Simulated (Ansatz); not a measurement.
# A sublattice moved along a line in MgO

Level of theory: Ansatz, DFT r2SCAN, scalar-relativistic, plane waves, PAW. Settings: plane waves to 500 eV, k-mesh 9×9×8 (Γ-centred), Gaussian smearing 0.05 eV. No spin polarisation. Energies are free energies at this smearing, counted from the undisturbed cell; pressure is positive in compression.

Zero of the scan (as given, not relaxed at this level; it stands at -5.2 GPa; this form isn't the usual structure):

```yaml
crystal:
  lattice:
    - [2.93802, 0.00000, 0.00000]
    - [-1.46901, 2.54440, 0.00000]
    - [0.00000, 0.00000, 2.67968]
  atoms:
    - { symbol: Mg, position: [0.00000, 0.00000, 0.00000] }
    - { symbol: O, position: [0.33333, 0.66667, 0.50000] }
```

Every Mg atom is moved by x along the Cartesian unit vector (0.707, -0.707, 0.000); the cell and all other atoms stay fixed.

```
  x (Å)  ΔE (meV/cell) force along x on the moved atoms (eV/Å) gap on the mesh (eV)
-0.2000           57.3                                     0.53                  3.62
-0.1000           15.5                                     0.30                  3.76
 0.0000            0.0                                     0.00                  3.78
 0.0500            4.4                                    -0.18                  3.79
 0.1500           43.6                                    -0.62                  3.70
```